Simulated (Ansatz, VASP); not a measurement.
Given: the input of a run of Ansatz 0.2.0 on PbF2 (Fluorocronite).

The input input.yaml:

```yaml
crystal:
  lattice:
    - [0.0, 2.9236056305, 2.9236056305]
    - [2.9236056305, 0.0, 2.9236056305]
    - [2.9236056305, 2.9236056305, 0.0]
  atoms:
    - { symbol: Pb, position: [0.0, 0.0, 0.0] }
    - { symbol: F, position: [0.75, 0.75, 0.75] }
    - { symbol: F, position: [0.25, 0.25, 0.25] }
kpoints:
  mp_grid: { grid: [8, 8, 8] }
scf:
  occupations: { method: fermi_dirac, width: 0.05 }
hamiltonian:
  xc: pbe
  pseudopotentials: { kind: all_electron, lapw: { basis_error: 0.001 } }
output:
  forces: true
  stress: true
  eigenvalues: true
```

Potentials or basis: all-electron LAPW, scalar-relativistic.

Command:

```console
$ ansatz run input.yaml --threads 2 --pin off --max-ram 6144MiB --backend cpu --events-out ev --progress --plain --runs-dir out
```

Q: Set up the same calculation for VASP 6.6.1. Potentials there: VASP PAW PBE potentials, release 64 (Pb_d, F).

A: As run (the cutoff follows the program's own potentials):

INCAR

```
PREC = Accurate
ENCUT = 520
EDIFF = 1E-6
ISMEAR = -1
SIGMA = 0.05
LREAL = F
LASPH = T
NELM = 80
ALGO = Normal
ISIF = 2
LWAVE = F
LCHARG = F
GGA = PE
NBANDS = 21
```

File KPOINTS:

```
regular mesh
0
Gamma
  8 8 8
```

Contents of POSCAR:

```
PbF2
1.0
    0.0000000000      2.9236056305      2.9236056305
    2.9236056305      0.0000000000      2.9236056305
    2.9236056305      2.9236056305      0.0000000000
Pb F
1 2
Direct
    0.0000000000      0.0000000000      0.0000000000
    0.7500000000      0.7500000000      0.7500000000
    0.2500000000      0.2500000000      0.2500000000
```

Potentials or basis: VASP PAW PBE potentials, release 64 (Pb_d, F).

The run is started by

```sh
$ cat potpaw_PBE.64/Pb_d/POTCAR potpaw_PBE.64/F/POTCAR > POTCAR
$ mpirun -np 1 vasp_std > vasp.out
```

Both were run:

|  | VASP | Ansatz | Ansatz less VASP |
| --- | --- | --- | --- |
| gap on the k mesh at the Fermi level (eV) | 4.40 | 4.40 | -0.003 |
| least direct gap on the mesh (eV) | 4.56 | 4.55 | -0.004 |
| pressure (GPa) | 6.0 | 6.2 | +0.20 |

Ansatz ran all-electron here, so the differences hold the error of VASP's frozen core and of both bases.

Caveats: spin-orbit coupling is left out, which as a rule narrows the gap of such compounds by several tenths of an eV. A k mesh can miss the band edges.
